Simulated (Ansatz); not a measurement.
# Run times of several calculations on Ba2SrTi3O9

Cell: 15 atoms, space group Cmm2, a = 8.913 Å, b = 8.913 Å, c = 4.098 Å, α = 90.00°, β = 90.00°, γ = 143.08°.

All runs are DFT with Ansatz 0.2.0 on 1 thread of Intel Xeon Platinum 8375C CPU @ 2.90GHz (Ice Lake) (x86_64; 16 cores open to the job, memory cap 3.0 GiB, no GPU), a shared host.

Question: Rank the runs by wall time, shortest first.
A. single point, PBE, gradients read without the response of the cores, 420 eV, 4×4×5 k-points, smearing 0.02 eV
B. single point, r2SCAN, gradients read without the response of the cores, 500 eV, 4×4×5 k-points, smearing 0.02 eV
C. single point, PBE with spin–orbit coupling, gradients read without the response of the cores, 420 eV, 4×4×5 k-points, smearing 0.02 eV

Answer: A (33 s, 0.65 GiB), B (73 s, 1.3 GiB), C (4.5 min, 1.7 GiB).
